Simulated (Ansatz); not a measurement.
# PbS: the cost of one run

Computed with Ansatz 0.2.0 (DFT LDA, scalar-relativistic, plane waves, PAW, unless a step's input says otherwise).

### Step 1. The starting structure

It takes space group Fm-3m (No. 225, cubic). The conventional cell has a = 5.930 Å, b = 5.930 Å, c = 5.930 Å, α = 90.00°, β = 90.00°, γ = 90.00°. Around Pb (site symmetry m-3m) lie 6 S at 2.96 Å. S (site symmetry m-3m) has 6 Pb at 2.96 Å as nearest neighbours.

Structure file:

```cif
data_structure
_symmetry_space_group_name_H-M 'Fm-3m'
_symmetry_Int_Tables_number 225
_cell_length_a 5.9300
_cell_length_b 5.9300
_cell_length_c 5.9300
_cell_angle_alpha 90.000
_cell_angle_beta 90.000
_cell_angle_gamma 90.000
_cell_volume 208.53
loop_
_atom_site_label
_atom_site_type_symbol
_atom_site_symmetry_multiplicity
_atom_site_Wyckoff_symbol
_atom_site_fract_x
_atom_site_fract_y
_atom_site_fract_z
_atom_site_occupancy
Pb1 Pb 4 a 0.00000 0.00000 0.00000 1
S1 S 4 b 0.50000 0.00000 0.00000 1
```

No relaxation comes first: the listed cell is the starting point.

### Step 2. Zero of energy

The reference gives a free energy of -12472.9361 eV, pressure -2.54 GPa, largest force 0.000 eV/Å and gap on the mesh 0.23 eV. It was computed beforehand with the settings of the runs below.

### Step 3. Setting up a strain scan

The cell is strained by ε times the Voigt pattern (0, 0, 0, 1, 0, 0) (xx, yy, zz, yz, xz, xy; engineering shear), with fractional coordinates fixed (clamped ions). The stress on the pattern is the sum of the stress components weighted by it, tension positive.

### Step 4. ε = -0.1500

File input.yaml:

```yaml
crystal:
  lattice:
    - [0.0, 2.742625, 2.742625]
    - [2.965, -0.222375, 2.965]
    - [2.965, 2.965, -0.222375]
  atoms:
    - { symbol: Pb, position: [0.0, 0.0, 0.0] }
    - { symbol: S, position: [0.5, 0.5, 0.5] }
basis:
  ecutwfc: 420
kpoints:
  mp_grid: { grid: [10, 10, 10] }
hamiltonian:
  xc: lda
scf:
  occupations: { method: gaussian, width: 0.03 }
output:
  forces: true
  stress: true
  eigenvalues: true
```

Q: Estimate wall time and peak memory on 1 thread of an Arm CPU, shared host.

About 5.7 s, with a peak of 0.38 GiB.
